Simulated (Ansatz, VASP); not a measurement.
## AlN: VASP beside Ansatz

```xyz
4
Lattice="3.2238 0.0000 0.0000 -1.6119 2.7919 0.0000 0.0000 0.0000 5.4183" Properties=species:S:1:pos:R:3 pbc="T T T"
Al    0.0000    1.8613    0.0201
Al    1.6119    0.9306    2.7292
N     0.0000    1.8613    2.0660
N     1.6119    0.9306    4.7751
```

Alike in both runs: functional PBE; k mesh 9 × 9 × 6; occupations gaussian, width 0.05 eV; no spin polarisation.

Ansatz relaxed the structure, and its values are those at the end. VASP's run is a single point on that final structure, the one shown.

```csv
,VASP,Ansatz
version,VASP 6.6.1,Ansatz 0.2.0
potentials or method,"VASP PAW PBE potentials, release 64 (Al, N)","scalar-relativistic, plane waves, PAW"
plane-wave cutoff (eV),520,520
valence electrons in the cell,16,16
```

VASP gave:

| Item | Value |
| --- | --- |
| gap on the k mesh at the Fermi level (eV) | 2.93 |
| least direct gap on the mesh (eV) | 2.93 |
| pressure (GPa) | -19.8 |
| rms of the force components (eV/Å) | 0.003 |

**Question.** Which values does Ansatz return?

**Answer.** gap on the k mesh at the Fermi level (eV): 2.93; least direct gap on the mesh (eV): 2.93; pressure (GPa): -19.7; rms of the force components (eV/Å): 0.003.

Ansatz warned: «stress_scf_threshold_loose».

Caveats: so large a pressure means that the cell lies far from this level's equilibrium, or that cutoff or potentials fall short (VASP).
